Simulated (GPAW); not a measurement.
The system is Ag.

```
Ag
1.0
     0.00000    2.04275    2.04275
     2.04275    0.00000    2.04275
     2.04275    2.04275    0.00000
Ag
1
Direct
  0.00000 0.00000 0.00000
```

- Program: GPAW 26.7.0
- Task: relaxation of cell and atoms
- Functional: PBEsol
- Dispersion: D3(BJ)
- Potentials or basis: PAW data sets generated in the run's folder for this functional
- Cutoff: 600 eV
- Basis: pw
- k mesh: 11 × 11 × 11
- Occupations: fermi-dirac, width 0.05 eV
- Spin: no spin polarisation

At the start: pressure -8.1 GPa; volume 17.05 Å³/atom.

How do energy, volume and symmetry change on relaxing?

Over 4 steps the energy falls by 31.9 meV/atom and the volume is 15.91 Å³/atom (-6.7 %); space group Fm-3m (No. 225, to 0.05 Å).

Step by step:
```tsv
step	energy change (eV)	largest force (eV/Å)	pressure (GPa)	volume (Å³)
1	0.0000	0.0000	-8.11	17.05
2	-0.0244	0.0000	-4.23	16.43
3	-0.0318	0.0000	0.69	15.83
4	-0.0319	0.0000	-0.04	15.91
```

Final structure:
```yaml
crystal:
  lattice:
    - [0.00000, 1.99607, 1.99607]
    - [1.99607, 0.00000, 1.99607]
    - [1.99607, 1.99607, 0.00000]
  atoms:
    - { symbol: Ag, position: [0.00000, 0.00000, 0.00000] }
```

Caveat: later steps reuse the first step's grids; pairwise dispersion overbinds metals, which lowers pressure and volume.
